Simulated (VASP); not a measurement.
Set up this calculation in VASP 6.6.1, as the native input.

```
Task                   : relaxation of cell and atoms
Functional             : LDA
Potentials or basis    : VASP PAW LDA potentials, release 64 (Ta_pv)
Cutoff                 : 600 eV
k mesh                 : 18 × 18 × 18
Occupations            : methfessel-paxton, width 0.1 eV
Spin                   : no spin polarisation
Further INCAR settings : ALGO = Fast; EDIFF = 1e-06; IBRION = 2; EDIFFG = -0.005; NSW = 60; ISIF = 3
```

The structure of Ta lies in POSCAR:

```
Ta
1.0
   -1.6400000000      1.6400000000      1.6400000000
    1.6400000000     -1.6400000000      1.6400000000
    1.6400000000      1.6400000000     -1.6400000000
Ta
1
Direct
    0.0000000000      0.0000000000      0.0000000000
```

The cell was built by a generator and needn't be a form met in nature.

The input as run:

INCAR

```
PREC = Accurate ; ENCUT = 600
EDIFF = 1E-6 ; ISMEAR = 1
SIGMA = 0.1 ; LREAL = F
LASPH = T ; NELM = 120
ALGO = Fast ; ISIF = 3
LWAVE = F ; LCHARG = F
GGA = CA ; IBRION = 2
NSW = 60 ; EDIFFG = -0.005
```

KPOINTS

```
Automatic mesh
0
Gamma
  18 18 18
```

Potentials or basis: VASP PAW LDA potentials, release 64 (Ta_pv).

Launch:

```console
$ cat potpaw_LDA.64/Ta_pv/POTCAR > POTCAR
$ mpirun -np 1 vasp_std > vasp.out
```

Results of the run:

```yaml
Relaxed_volume: 17.28 Å³/atom
Relaxed_cell: a = 2.821 Å, b = 2.821 Å, c = 2.821 Å, α = 109.47°, β = 109.47°, γ = 109.47°
Space_group_after_relaxing_to_0.05_Å: Im-3m (No. 229)
Energy_gained_by_relaxing: 5.2 meV/atom
Ionic_steps: 4
Pressure_after_relaxing: 0.0 GPa
Band_gap_on_the_k_mesh: none (metal or under the smearing width)
```

It took 27 s on 1 thread of Intel(R) Xeon(R) 6975P-C (Granite Rapids), with other jobs on the host, peak memory 0.17 GiB.
